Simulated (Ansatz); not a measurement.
# TiCo3 (Pm-3m) in Ansatz: further runs

One crystal, TiCo3, is run at these levels: LDA, PBEsol; tasks: single point.

Everything below comes from runs of Ansatz 0.2.0. Logs are shortened: lines on timing, memory, paths and dates and some standing lists are left out, and cuts for length are marked.

## Step 1: The structure

Symmetry: Pm-3m, No. 221, cubic system. The conventional cell has a = 3.498 Å, b = 3.498 Å, c = 3.498 Å, α = 90.00°, β = 90.00°, γ = 90.00°. Around Co (site symmetry 4/mmm) lie 8 Co at 2.47 Å and 4 Ti at 2.47 Å. Ti (site symmetry m-3m) has 12 Co at 2.47 Å as nearest neighbours.

## Step 2: Single point, LDA, collinear spin, ferromagnetic start, 10.70 Å³/atom (volume scaled by 0.94)

Contents of input.yaml:

```yaml
crystal:
  lattice:
    - [3.4981019942, 0.0, 0.0]
    - [0.0, 3.4981019942, 0.0]
    - [0.0, 0.0, 3.4981019942]
  atoms:
    - { symbol: Co, position: [0.5, 0.5, 0.0], spin: 2.0 }
    - { symbol: Co, position: [0.5, 0.0, 0.5], spin: 2.0 }
    - { symbol: Co, position: [0.0, 0.5, 0.5], spin: 2.0 }
    - { symbol: Ti, position: [0.0, 0.0, 0.0], spin: 1.0 }
hamiltonian:
  xc: lda
  pseudopotentials: { kind: paw }
magnetization:
  spin_polarized: true
kpoints:
  mp_grid: { grid: [8, 8, 8] }
scf:
  occupations: { method: fermi_dirac, width: 0.05 }
output:
  forces: true
  stress: true
  eigenvalues: true
```

Potentials or basis: Ansatz PAW.

On the command line:

```console
$ ansatz run input.yaml --threads 2 --pin off --max-ram 5632MiB --backend cpu --events-out ev --progress --plain --runs-dir out
```

The log of the run:

```text
Warning: RAYON_NUM_THREADS=2 ignored (pool sized by the plan → 2); use --threads N
Engine: ansatz 0.2.0, x86_64-unknown-linux-gnu
Pseudopotentials: kind: paw
Pseudopotential: Co, paw, valence charge 17, recommended cutoff 420 eV (normal), Co.paw.azcp
Pseudopotential: Ti, paw, valence charge 12, recommended cutoff 420 eV (normal), Ti.paw.azcp
Functional definition: SPW92
  exchange = slater_x
  correlation = pw_c
Crystal: 4 atoms, lattice volume = 42.805 Å³
Basis set: ecut = 420 eV, 847 PW (Γ)
Bands: 42, of which v1, the nominal top of the filled ones, is band 32 counted from 1 (31 counted from 0)
Symmetry: 48 space group operations
Space group: Pm-3m (ITA 221), of the structure as read, at distance tolerance 3.5e-5 Å
Magnetic group: BNS 221.92 (UNI 1594), of the structure as read, at distance tolerance 3.5e-5 Å
k-points: 35 of 512
Non-local potential: Co, projectors of the file, l = 0: 3, l = 1: 2, l = 2: 3, l = 3: 1
Non-local potential: Ti, projectors of the file, l = 0: 3, l = 1: 2, l = 2: 3, l = 3: 1
PAW form: soft (Blöchl's): semilocal exchange-correlation on the pseudo side does not see the compensation charge
PAW frozen core: Co, regenerated for the run's functional, and the local potential with it (the file was generated under x = pbe(κ = 0.804, μ = 0.2195149727645171), c = pbe(β = 0.06672455060314922))
PAW frozen core: Ti, regenerated for the run's functional, and the local potential with it (the file was generated under x = pbe(κ = 0.804, μ = 0.2195149727645171), c = pbe(β = 0.06672455060314922))
PAW one-centre angular grid: Co, 590 points (default); XC on 64 Gauss nodes
PAW one-centre angular grid: Ti, 590 points (default); XC on 64 Gauss nodes
Initial density: superposition of atomic densities (chi_scale 0.1, normalization cell)
Starting moments: Σ|m| = 7 μB on 4 of 4 sites
Initial wavefunctions: pseudopotential atomic-orbital guess
[... 25 lines left out ...]
SCF converged after 17 iterations
Magnetization: -0.0001 μB (31.5000 up, 31.5000 down)
Absolute magnetization: 0.0001 μB (∫|ρ↑−ρ↓|, with the PAW one-centre terms)
Spin contamination: 0.0000 ħ² per cell (⟨S²⟩ above its minimum at these occupations)
Per-site moments (μB) at R_I (Å): [(-3.4612689801887844e-5, 1.0203318020696646), (-3.461268980208194e-5, 1.0203318020696646), (-3.461268980192098e-5, 1.0203318020696646), (9.569991810902627e-6, 1.0203318020696646)]
Free energy (F): -17640.031613 eV
Harris-Foulkes:  -17640.031613 eV  (|F-HF|=2.75e-9)
Internal energy: -17639.988042 eV  (E = F + TS)
E sigma→0 (E₀):  -17640.009828 eV
Entropy (-TS):   -0.043571 eV (-10.893 meV/atom)
Fermi energy:    19.280946 eV
--- Per-component energies (eV) ---
  E_band       = -759.235489
  E_kinetic    = 1654.156302
  E_local      = -9182.547867  (includes V_loc(G=0)·N_el)
  E_nonlocal   = 1385.335309
  E_hartree    = 3885.494215
  E_xc         = -576.155849
  E_vxc        = -744.205190  (∫ρ·V_xc dr)
  E_paw        = -5357.368336  (= ΣΔE_a)
  E_vpaw       = -1642.967326  (= ΣTr[D̂ρ^β])
  E_aug_tail   = 0.000207  (compensation charges beyond the density's cutoff)
  E_ewald      = -9450.482726
  E_core_change = 1.580702  (= ΣΔE_core)
  E_smearing   = -0.043571  (= −TS)
  E_closure    = -0.000000  (closes the sum)
  Σ components = -17640.031613   (vs F -17640.031613, Δ=0.00e0)
--- Forces (eV/Å), atoms counted from 1 ---
  atom   1  Co    -0.00000000    -0.00000000    -0.00000000
  atom   2  Co     0.00000000    -0.00000000     0.00000000
  atom   3  Co     0.00000000     0.00000000     0.00000000
  atom   4  Ti    -0.00000000     0.00000000     0.00000000
  max |Σ_I F_I| component: 1.26e-28 eV/Å
--- Stress (GPa, compression-positive) ---
       -1.920404       0.000000       0.000000
        0.000000      -1.920404       0.000000
        0.000000       0.000000      -1.920404
  P = ⅓ Tr σ = -1.9204 GPa (-19.204 kbar)
--- Band table (eV; the first three rows and the last of 70) ---
  k-point 0 ↑: bands = ["-74.6655", "-74.6029", "-74.6029", "-38.4600", "-38.4600", "-38.4600", "-38.3028", "-38.3028", "-38.3028", "-38.2150", "-38.2150", "-38.2150", "-36.3860", "-12.9857", "-12.9857", "-12.9857", "10.9735", "14.5872", "14.5872", "15.0967", "15.4920", "15.4920", "15.4920", "17.9283", "17.9283", "17.9283", "19.2371", "19.2371", "19.7876", "20.0499", "20.0499", "20.0499", "22.0331", "22.0331", "22.8021", "22.8021", "22.8021", "23.0683", "23.0683", "23.0683", "31.6202", "31.6581"]
  k-point 1 ↑: bands = ["-74.6634", "-74.6050", "-74.6028", "-38.4546", "-38.4546", "-38.4527", "-38.3044", "-38.3044", "-38.3033", "-38.2264", "-38.2188", "-38.2188", "-36.3815", "-12.9994", "-12.9866", "-12.9866", "11.1962", "14.6861", "14.7281", "15.1877", "15.5723", "15.5908", "15.5908", "17.8308", "17.9944", "17.9944", "19.1418", "19.2541", "19.6613", "19.6613", "19.6946", "20.0502", "21.3805", "21.9304", "22.0515", "22.0515", "22.6409", "23.0527", "24.1787", "24.1787", "31.5390", "31.5601"]
  k-point 2 ↑: bands = ["-74.6575", "-74.6108", "-74.6028", "-38.4401", "-38.4401", "-38.4315", "-38.3095", "-38.3095", "-38.3044", "-38.2577", "-38.2280", "-38.2280", "-36.3708", "-13.0322", "-12.9886", "-12.9886", "11.8379", "14.8564", "15.1120", "15.4511", "15.8022", "15.8848", "15.8848", "17.5587", "18.1530", "18.1530", "18.8510", "18.8510", "18.8756", "19.2669", "19.4445", "19.9485", "20.0507", "21.3666", "21.3666", "21.6845", "22.3526", "23.0164", "25.7023", "25.7023", "31.2705", "31.2732"]
  k-point 34 ↓: bands = ["-74.6233", "-74.6233", "-74.6233", "-38.5425", "-38.4338", "-38.4338", "-38.4338", "-38.2300", "-38.2300", "-38.2186", "-38.2186", "-38.2186", "-36.3722", "-13.0389", "-13.0389", "-13.0389", "14.6030", "14.6030", "14.6030", "15.4949", "17.4818", "17.4818", "17.4818", "17.9306", "17.9306", "17.9306", "18.2443", "18.2443", "19.1885", "19.8161", "19.8161", "19.8161", "20.2390", "20.2390", "20.2390", "21.6583", "21.6583", "21.6583", "22.6525", "22.6525", "28.2720", "28.2720"]
```

Wall time 47 s (2 threads of Intel Xeon at 2.50GHz (Skylake/Cascade Lake), shared host); peak memory 0.48 GiB.

Results:

* Free energy: -17640.0316 eV
* Pressure: -1.9 GPa
* Band gap on the k mesh: none (metal or under the smearing width)
* Net moment: 0.00 μB per cell
* Absolute moment: 0.00 μB per cell

Caveat: the starting moments collapsed, and a magnetic state may lie lower; the PAW data sets come from PBE, with cores solved anew for the run's functional, which leaves a small shift of forces and pressure; the starting moments weren't kept.

## Step 3: Single point, LDA, collinear spin, ferromagnetic start, 10.93 Å³/atom (volume scaled by 0.96)

Edit input.yaml of step 2 so:

```diff
@@ -2,5 +2,5 @@
   lattice:
-    - [3.4981019942, 0.0, 0.0]
-    - [0.0, 3.4981019942, 0.0]
-    - [0.0, 0.0, 3.4981019942]
+    - [3.522737327, 0.0, 0.0]
+    - [0.0, 3.522737327, 0.0]
+    - [0.0, 0.0, 3.522737327]
   atoms:
```

Potentials or basis: Ansatz PAW.

On the command line:

```console
$ ansatz run input.yaml --threads 2 --pin off --max-ram 5632MiB --backend cpu --events-out ev --progress --plain --runs-dir out
```

Run time: 46 s. Hardware: 2 threads of Intel Xeon at 2.50GHz (Skylake/Cascade Lake), shared host; peak memory 0.49 GiB.

It converged, with:

* Free energy: -17640.0060 eV
* Pressure: -7.0 GPa
* Band gap on the k mesh: none (metal or under the smearing width)
* Net moment: 0.16 μB per cell
* Absolute moment: 0.21 μB per cell
* Site moments: Co +0.06; Ti -0.02 μB

Caveat: the PAW data sets come from PBE, with cores solved anew for the run's functional, which leaves a small shift of forces and pressure; the starting moments weren't kept.

## Step 4: Single point, LDA, collinear spin, ferromagnetic start, 11.16 Å³/atom (volume scaled by 0.98)

Edit input.yaml of step 3 so:

```diff
@@ -2,5 +2,5 @@
   lattice:
-    - [3.522737327, 0.0, 0.0]
-    - [0.0, 3.522737327, 0.0]
-    - [0.0, 0.0, 3.522737327]
+    - [3.5470328349, 0.0, 0.0]
+    - [0.0, 3.5470328349, 0.0]
+    - [0.0, 0.0, 3.5470328349]
   atoms:
```

On the command line:

```console
$ ansatz run input.yaml --threads 2 --pin off --max-ram 5632MiB --backend cpu --events-out ev --progress --plain --runs-dir out
```

Run time: 50 s. Hardware: 2 threads of Intel Xeon at 2.50GHz (Skylake/Cascade Lake), shared host; peak memory 0.49 GiB.

Results (log left out):

```
Free energy            : -17639.9535 eV
Pressure               : -11.4 GPa
Band gap on the k mesh : none (metal or under the smearing width)
Net moment             : 0.45 μB per cell
Absolute moment        : 0.60 μB per cell
Site moments           : Co +0.17; Ti -0.05 μB
```

Caveat: the PAW data sets come from PBE, with cores solved anew for the run's functional, which leaves a small shift of forces and pressure; the starting moments weren't kept.

## Step 5: Single point, LDA, collinear spin, ferromagnetic start, 11.38 Å³/atom

Edit input.yaml of step 4 so:

```diff
@@ -2,5 +2,5 @@
   lattice:
-    - [3.5470328349, 0.0, 0.0]
-    - [0.0, 3.5470328349, 0.0]
-    - [0.0, 0.0, 3.5470328349]
+    - [3.571, 0.0, 0.0]
+    - [0.0, 3.571, 0.0]
+    - [0.0, 0.0, 3.571]
   atoms:
```

On the command line:

```console
$ ansatz run input.yaml --threads 2 --pin off --max-ram 5632MiB --backend cpu --events-out ev --progress --plain --runs-dir out
```

Run time: 58 s. Hardware: 2 threads of Intel Xeon at 2.50GHz (Skylake/Cascade Lake), shared host; peak memory 0.49 GiB.

It converged, with:

* Free energy: -17639.8777 eV
* Pressure: -15.3 GPa
* Band gap on the k mesh: none (metal or under the smearing width)
* Net moment: 0.64 μB per cell
* Absolute moment: 0.87 μB per cell
* Site moments: Co +0.25; Ti -0.07 μB

Caveat: the PAW data sets come from PBE, with cores solved anew for the run's functional, which leaves a small shift of forces and pressure; the starting moments weren't kept.

## Step 6: Single point, PBEsol, collinear spin, ferromagnetic start, 10.70 Å³/atom (volume scaled by 0.94)

Edit input.yaml of step 5 so:

```diff
@@ -2,5 +2,5 @@
   lattice:
-    - [3.571, 0.0, 0.0]
-    - [0.0, 3.571, 0.0]
-    - [0.0, 0.0, 3.571]
+    - [3.4981019942, 0.0, 0.0]
+    - [0.0, 3.4981019942, 0.0]
+    - [0.0, 0.0, 3.4981019942]
   atoms:
@@ -11,3 +11,3 @@
 hamiltonian:
-  xc: lda
+  xc: pbesol
   pseudopotentials: { kind: paw }
@@ -23 +23,5 @@
   eigenvalues: true
+  write_density: true
+  write_potential: true
+  elf: true
+  volumetric_format: npy
```

Potentials or basis: Ansatz PAW.

On the command line:

```console
$ ansatz run input.yaml --threads 2 --pin off --max-ram 5632MiB --backend cpu --events-out ev --progress --plain --runs-dir out
```

Wall time 67 s (2 threads of Intel Xeon at 2.50GHz (Skylake/Cascade Lake), shared host); peak memory 0.5 GiB.

Results (log left out):

```
Free energy            : -17754.0349 eV
Pressure               : 6.3 GPa
Band gap on the k mesh : none (metal or under the smearing width)
Net moment             : 0.45 μB per cell
Absolute moment        : 0.61 μB per cell
Site moments           : Co +0.17; Ti -0.05 μB
```

Caveat: the PAW data sets come from PBE, with cores solved anew for the run's functional, which leaves a small shift of forces and pressure; the starting moments weren't kept.

## Step 7: Single point, PBEsol, collinear spin, ferromagnetic start, 10.93 Å³/atom (volume scaled by 0.96)

Edit input.yaml of step 6 so:

```diff
@@ -2,5 +2,5 @@
   lattice:
-    - [3.4981019942, 0.0, 0.0]
-    - [0.0, 3.4981019942, 0.0]
-    - [0.0, 0.0, 3.4981019942]
+    - [3.522737327, 0.0, 0.0]
+    - [0.0, 3.522737327, 0.0]
+    - [0.0, 0.0, 3.522737327]
   atoms:
```

On the command line:

```console
$ ansatz run input.yaml --threads 2 --pin off --max-ram 5632MiB --backend cpu --events-out ev --progress --plain --runs-dir out
```

It took 58 s on 2 threads of Intel Xeon at 2.50GHz (Skylake/Cascade Lake), shared host; peak memory 0.5 GiB.

Results (log left out):

```
Free energy            : -17754.0555 eV
Pressure               : 1.0 GPa
Band gap on the k mesh : none (metal or under the smearing width)
Net moment             : 0.61 μB per cell
Absolute moment        : 0.85 μB per cell
Site moments           : Co +0.24; Ti -0.07 μB
```

Caveat: the PAW data sets come from PBE, with cores solved anew for the run's functional, which leaves a small shift of forces and pressure; the starting moments weren't kept.
